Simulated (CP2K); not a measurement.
A run of CP2K 2026.2:

tio2_bands.inp

```
&GLOBAL
  PROJECT tio2_bands
  RUN_TYPE ENERGY_FORCE
  PRINT_LEVEL LOW
&END GLOBAL
&FORCE_EVAL
  METHOD QS
  STRESS_TENSOR ANALYTICAL
  &DFT
    BASIS_SET_FILE_NAME BASIS_MOLOPT_UZH
    POTENTIAL_FILE_NAME GTH_POTENTIALS
    &MGRID
      CUTOFF 600
      REL_CUTOFF 60
      NGRIDS 4
    &END MGRID
    &QS
      METHOD GPW
      EPS_DEFAULT 1.0E-9
    &END QS
    &KPOINTS
      SCHEME MONKHORST-PACK 10 10 10
      GAMMA_CENTERED T
      SYMMETRY T
      SYMMETRY_BACKEND SPGLIB
    &END KPOINTS
    &SCF
      SCF_GUESS ATOMIC
      EPS_SCF 1.0E-6
      MAX_SCF 100
      ADDED_MOS 15
      CHOLESKY OFF
      EPS_EIGVAL 1.0E-7
      &DIAGONALIZATION ON
        ALGORITHM STANDARD
      &END DIAGONALIZATION
      &MIXING ON
        METHOD BROYDEN_MIXING
        ALPHA 0.4
        BETA 1.5
        NBUFFER 8
      &END MIXING
      &SMEAR ON
        METHOD FERMI_DIRAC
        ELECTRONIC_TEMPERATURE [K] 116.045
      &END SMEAR
    &END SCF
    &XC
      &XC_FUNCTIONAL
        &LDA_X
        &END LDA_X
        &LDA_C_PW
        &END LDA_C_PW
      &END XC_FUNCTIONAL
    &END XC
    &PRINT
      &KPOINTS ON
      &END KPOINTS
      &MULLIKEN ON
      &END MULLIKEN
      &MO ON
        ENERGIES T
        OCCUPATION_NUMBERS T
        &EACH
          QS_SCF 0
        &END EACH
        ADD_LAST NUMERIC
      &END MO
      &BAND_STRUCTURE
        FILE_NAME bands.bs
        ADDED_MOS 2
        &KPOINT_SET
          UNITS B_VECTOR
          NPOINTS 10
          SPECIAL_POINT GAMMA 0.00000000 0.00000000 0.00000000
          SPECIAL_POINT L 0.50000000 0.00000000 0.00000000
          SPECIAL_POINT B1 0.50000000 0.17688830 -0.17688830
        &END KPOINT_SET
        &KPOINT_SET
          UNITS B_VECTOR
          NPOINTS 10
          SPECIAL_POINT B 0.82311170 0.50000000 0.17688830
          SPECIAL_POINT Z 0.50000000 0.50000000 0.50000000
          SPECIAL_POINT GAMMA 0.00000000 0.00000000 0.00000000
          SPECIAL_POINT X 0.33844415 0.00000000 -0.33844415
        &END KPOINT_SET
        &KPOINT_SET
          UNITS B_VECTOR
          NPOINTS 10
          SPECIAL_POINT Q 0.66155585 0.33844415 0.00000000
          SPECIAL_POINT F 0.50000000 0.50000000 0.00000000
          SPECIAL_POINT P1 0.66155585 0.66155585 0.17688830
          SPECIAL_POINT Z 0.50000000 0.50000000 0.50000000
        &END KPOINT_SET
        &KPOINT_SET
          UNITS B_VECTOR
          NPOINTS 10
          SPECIAL_POINT L 0.50000000 0.00000000 0.00000000
          SPECIAL_POINT P 0.82311170 0.33844415 0.33844415
        &END KPOINT_SET
      &END BAND_STRUCTURE
    &END PRINT
  &END DFT
  &SUBSYS
    &CELL
      A 7.1924471802 0.0000000000 0.0000000000
      B 6.5690152187 2.9290502722 0.0000000000
      C 6.5690152187 1.3981781338 2.5737974674
      PERIODIC XYZ
    &END CELL
    &COORD
      Ti  0.0000000000 0.0000000000 0.0000000000
      O   7.7160871616 1.6423259786 0.9768410742
      O   12.6143904560 2.6849024274 1.5969563932
    &END COORD
    &KIND Ti
      BASIS_SET TZVP-MOLOPT-PBE-GTH-q12
      POTENTIAL GTH-PADE-q12
    &END KIND
    &KIND O
      BASIS_SET TZVP-MOLOPT-PBE-GTH-q6
      POTENTIAL GTH-PADE-q6
    &END KIND
    &PRINT
      &ATOMIC_COORDINATES ON
      &END ATOMIC_COORDINATES
      &CELL ON
      &END CELL
    &END PRINT
  &END SUBSYS
  &PRINT
    &FORCES ON
    &END FORCES
    &STRESS_TENSOR ON
    &END STRESS_TENSOR
  &END PRINT
&END FORCE_EVAL
```

Potentials or basis: GTH_POTENTIALS Ti GTH-PADE-q12, O GTH-PADE-q6; TZVP-MOLOPT-PBE-GTH basis.

Command:

```console
$ OMP_NUM_THREADS=1 cp2k.psmp -i tio2_bands.inp -o tio2_bands.out
```

Hardware: 1 thread of Arm Neoverse V2, on a shared host.

**Question.** Estimate the wall time of this run.

**Answer.** It took 2.3 min on 1 thread of Arm Neoverse V2, on a shared host, peak memory 0.99 GiB. Counts: scf iterations 21, k points 116, basis 69, bands 27, force evaluations 1.
